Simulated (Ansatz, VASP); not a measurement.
BeTe in VASP and in Ansatz

The input POSCAR:

```
BeTe
1.0
    0.0000000000      2.7700000000      2.7700000000
    2.7700000000      0.0000000000      2.7700000000
    2.7700000000      2.7700000000      0.0000000000
Te Be
1 1
Direct
    0.7500000000      0.7500000000      0.7500000000
    0.0000000000      0.0000000000      0.0000000000
```

The input INCAR.step1:

```
PREC     = Accurate       # precision mode
ENCUT    = 600            # plane-wave cutoff, eV
EDIFF    = 1E-5           # SCF threshold, eV
ISMEAR   = -1             # smearing method
SIGMA    = 0.05           # smearing width, eV
LREAL    = F              # projectors in reciprocal space
LASPH    = T              # aspherical terms in the spheres
NELM     = 80             # most SCF steps
ALGO     = Normal         # electronic algorithm
LWAVE    = T              # write WAVECAR
LCHARG   = F              # write CHGCAR
GGA      = PE             # functional
```

File INCAR.step2:

```
PREC     = Accurate       # precision mode
ENCUT    = 600            # plane-wave cutoff, eV
EDIFF    = 1E-6           # SCF threshold, eV
ISMEAR   = -1             # smearing method
SIGMA    = 0.05           # smearing width, eV
LREAL    = F              # projectors in reciprocal space
LASPH    = T              # aspherical terms in the spheres
NELM     = 80             # most SCF steps
ALGO     = Normal         # electronic algorithm
ISIF     = 3              # what is computed and relaxed
LWAVE    = F              # write WAVECAR
LCHARG   = F              # write CHGCAR
GGA      = PE             # functional
LHFCALC  = T              # exact exchange
AEXX     = 1.0            # exact-exchange fraction
ALDAC    = 0.0          
AGGAC    = 0.0          
PRECFOCK = Normal       
HFRCUT   = -1           
IBRION   = 2              # ionic algorithm
NSW      = 60             # ionic steps
EDIFFG   = -0.005         # ionic threshold
ISTART   = 1
```

KPOINTS

```
Automatic mesh
0
Gamma
  4 4 4
```

The input input.yaml:

```yaml
crystal:
  lattice:
    - [0.0, 2.77, 2.77]
    - [2.77, 0.0, 2.77]
    - [2.77, 2.77, 0.0]
  atoms:
    - { symbol: Te, position: [0.75, 0.75, 0.75] }
    - { symbol: Be, position: [0.0, 0.0, 0.0] }
hamiltonian:
  xc: hf
  pseudopotentials: { kind: paw }
kpoints:
  mp_grid: { grid: [4, 4, 4] }
scf:
  occupations: { method: fermi_dirac, width: 0.05 }
output:
  forces: true
  stress: true
relax:
  f_tol: 0.01
  max_steps: 40
  cell: { stress_tol: 0.05 }
```

Alike in both runs: task relaxation of cell and atoms; functional HF; k mesh 4 × 4 × 4; occupations fermi-dirac, width 0.05 eV; no spin polarisation.

|  | VASP | Ansatz |
| --- | --- | --- |
| version | VASP 6.6.1 | Ansatz 0.2.0 |
| potentials or method | VASP PAW PBE potentials, release 64 (Te, Be) | Ansatz PAW |
| plane-wave cutoff (eV) | 600 | 420 |
| valence electrons in the cell | 8 | 18 |

VASP gave:

- gap on the k mesh at the Fermi level, each at its own relaxed structure (eV): 8.17
- relaxed volume (Å³/atom): 23.09
- relaxed cell length with the largest relative difference (Å): 4.027
- energy change over the relaxation (meV/atom): -32

Question: What did Ansatz give for the same quantities?

Answer: gap on the k mesh at the Fermi level, each at its own relaxed structure (eV): 8.20; relaxed volume (Å³/atom): 24.15; relaxed cell length with the largest relative difference (Å): 4.088; energy change over the relaxation (meV/atom): -76.

One of these differences is far larger than is usual between the two programs; its cause wasn't traced. The two sets of potentials don't hold the same shells in valence.

Caveats: the k mesh is coarse (spacing up to 0.49 Å⁻¹), so the values aren't converged, least of all with exact exchange; spin-orbit coupling is left out, which moves the levels of the heavy elements; the PAW data sets were made with another functional, which shifts forces and pressure a little (VASP); the plane-wave basis is chosen anew once the cell has moved, so the energies of steps on either side of that aren't comparable (Ansatz); the volume moved by +14 % from the deposited cell, more than functionals usually miss (Ansatz); the PAW data sets come from PBE, with cores solved anew for the run's functional, which leaves a small shift of forces and pressure (Ansatz). A k mesh can miss the band edges. Zero-point motion and thermal expansion aren't in these numbers.
